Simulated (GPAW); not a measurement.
Si2Ni:

```xyz
3
Lattice="0.0000 2.7030 2.7030 2.7030 0.0000 2.7030 2.7030 2.7030 0.0000" Properties=species:S:1:pos:R:3 pbc="T T T"
Ni    0.0000    0.0000    0.0000
Si    4.0545    4.0545    4.0545
Si    1.3515    1.3515    1.3515
```

```yaml
Program: GPAW 26.7.0
Task: relaxation of cell and atoms
Functional: PBEsol
Dispersion: D4
Potentials_or_basis: PAW data sets generated in the run's folder for this functional
Cutoff: 600 eV
Basis: pw
k_mesh: 7 × 7 × 7
Occupations: fermi-dirac, width 0.05 eV
Spin: collinear spin, ferromagnetic start
Starting_moments: "[1.0, 0.0, 0.0] μB"
```

At the start: pressure -3.2 GPa; volume 13.17 Å³/atom.

Q: How do energy, volume and symmetry change on relaxing?

A: Over 3 steps the energy falls by 2.5 meV/atom and the volume is 12.91 Å³/atom (-1.9 %); space group Fm-3m (No. 225, to 0.05 Å); moment 0.00 μB per cell.

The path:
```csv
step,energy change (eV),largest force (eV/Å),pressure (GPa),volume (Å³)
1,0.0000,0.0000,-3.22,39.50
2,-0.0027,0.0000,-2.61,39.35
3,-0.0076,0.0000,0.07,38.73
```

Final structure:
```
Ni Si
1.0
     0.00000    2.68540    2.68540
     2.68540    0.00000    2.68540
     2.68540    2.68540    0.00000
Ni Si
1 2
Direct
  0.00000 0.00000 0.00000
  0.75000 0.75000 0.75000
  0.25000 0.25000 0.25000
```

Caveat: each step starts from the last one's moments, so a moment once lost doesn't come back; the stock nickel data set gives pressures a few GPa off other programs; later steps reuse the first step's grids; pairwise dispersion overbinds metals, which lowers pressure and volume.
